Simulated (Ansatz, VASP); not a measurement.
## Two plane-wave programs on WSe3

```
W Se
1.0
     6.82601    0.00000    0.00000
     0.00000    6.82601    0.00000
     0.00000    0.00000    4.89154
W Se
2 6
Direct
  0.50000 0.00000 0.94452
  0.00000 0.50000 0.05548
  0.25000 0.75000 0.00000
  0.75000 0.75000 0.00000
  0.75000 0.25000 0.00000
  0.25000 0.25000 0.00000
  0.50000 0.00000 0.46860
  0.00000 0.50000 0.53140
```

Alike in both runs: functional LDA; k mesh 6 × 6 × 8; occupations gaussian, width 0.1 eV; no spin polarisation.

Ansatz relaxed the structure, and its values are those at the end. VASP's run is a single point on that final structure, the one shown.

|  | VASP | Ansatz |
| --- | --- | --- |
| version | VASP 6.6.1 | Ansatz 0.2.0 |
| potentials or method | VASP PAW LDA potentials, release 64 (W_sv, Se) | scalar-relativistic, plane waves, PAW |
| plane-wave cutoff (eV) | 520 | 420 |
| valence electrons in the cell | 64 | 124 |

```tsv
	VASP	Ansatz	Ansatz less VASP
gap on the k mesh at the Fermi level (eV)	none	none	-
pressure (GPa)	0.3	0.0	-0.35
rms of the force components (eV/Å)	0.012	0.000	-0.0117
```

A gap of «none» marks a metal or a gap that the smearing closes. The two sets of potentials don't hold the same shells in valence.

The runs have no spin-orbit coupling, so splittings on W are missing.
